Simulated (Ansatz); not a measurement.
# GaN: band gap under strain

Aim: follow the gap of GaN built on the zincblende prototype through these states: +1.2 % strain along x alone; -2.3 % biaxial strain in x and y, free along z; -4.9 % equal strain in all directions. The table at the end shows which levels were run.

Code: Ansatz 0.2.0. PAW datasets, plane waves. No spin polarisation and no zero-point or thermal motion.

## Step 1: Starting point

The unstrained cell was relaxed with r2SCAN; in each strained cell the atoms were relaxed again with r2SCAN. Names of k-points are those of the unstrained zone, where strain can split equivalent points. First state: +1.2 % strain along x alone.

The symmetry is I-4m2 (No. 119, tetragonal); conventional cell a = 3.180 Å, c = 4.553 Å, 11.51 Å³ an atom. Around Ga lie 4 N at 1.96 Å; around N lie 4 Ga at 1.96 Å.

The structure in full:

```cif
data_structure
_symmetry_space_group_name_H-M 'I-4m2'
_symmetry_Int_Tables_number 119
_cell_length_a 3.1805
_cell_length_b 3.1805
_cell_length_c 4.5528
_cell_angle_alpha 90.000
_cell_angle_beta 90.000
_cell_angle_gamma 90.000
_cell_volume 46.05
loop_
_atom_site_label
_atom_site_type_symbol
_atom_site_symmetry_multiplicity
_atom_site_Wyckoff_symbol
_atom_site_fract_x
_atom_site_fract_y
_atom_site_fract_z
_atom_site_occupancy
Ga1 Ga 2 a 0.00000 0.00000 0.00000 1
N1 N 2 d 0.50000 0.00000 0.25000 1
```

## Step 2: +1.2 % strain along x alone: PBE

Contents of input.yaml:

```yaml
crystal:
  lattice:
    - [0.0, 2.2489525415, 2.2489525415]
    - [2.2763897625, 0.0, 2.2489525415]
    - [2.2763897625, 2.2489525415, 0.0]
  atoms:
    - { symbol: Ga, position: [0.0, 0.0, 0.0] }
    - { symbol: "N", position: [0.25, 0.25, 0.25] }
kpoints:
  mp_grid: { grid: [10, 10, 10] }
  band_path:
    path:
      - [0.0, 0.0, 0.0]
      - [-0.5, -0.5, 0.0]
      - [-0.375, -0.375, 0.25]
      - [-0.375, 0.0, 0.375]
      - [0.0, 0.0, 0.5]
      - [-0.5, -0.25, 0.25]
    npoints: 1
hamiltonian:
  xc: pbe
scf:
  occupations: { method: fermi_dirac, width: 0.02 }
  n_extra_bands: 4
output:
  forces: true
  stress: true
  eigenvalues: true
```

Started as:

```console
ansatz run input.yaml --threads 4 --pin off --max-ram 3686MiB --backend cpu --events-out ev --progress --plain --runs-dir out
```

The runs that follow: +1.2 % strain along x alone: r2SCAN; +1.2 % strain along x alone: HSE06; -2.3 % biaxial strain in x and y, free along z: PBE; -2.3 % biaxial strain in x and y, free along z: r2SCAN; -2.3 % biaxial strain in x and y, free along z: HSE06; -4.9 % equal strain in all directions: PBE; -4.9 % equal strain in all directions: r2SCAN; -4.9 % equal strain in all directions: HSE06.

Before running it: what results should come out?

**Answer**, as computed:

Least gap in eV (negative: overlap):

| state | PBE | r2SCAN | HSE06 |
| --- | --- | --- | --- |
| +1.2 % strain along x alone | 1.66 | 2.07 | 2.90 |
| -2.3 % biaxial strain in x and y, free along z | 1.81 | 2.23 | 3.09 |
| -4.9 % equal strain in all directions | 2.71 | 3.17 | 4.10 |

What this shows: Where both were run, the HSE06 gap lies +1.24 to +1.39 eV from PBE's, each on its own k points. In PBE the gap is least under +1.2 % strain along x alone (1.66 eV) and largest under -4.9 % equal strain in all directions (2.71 eV).
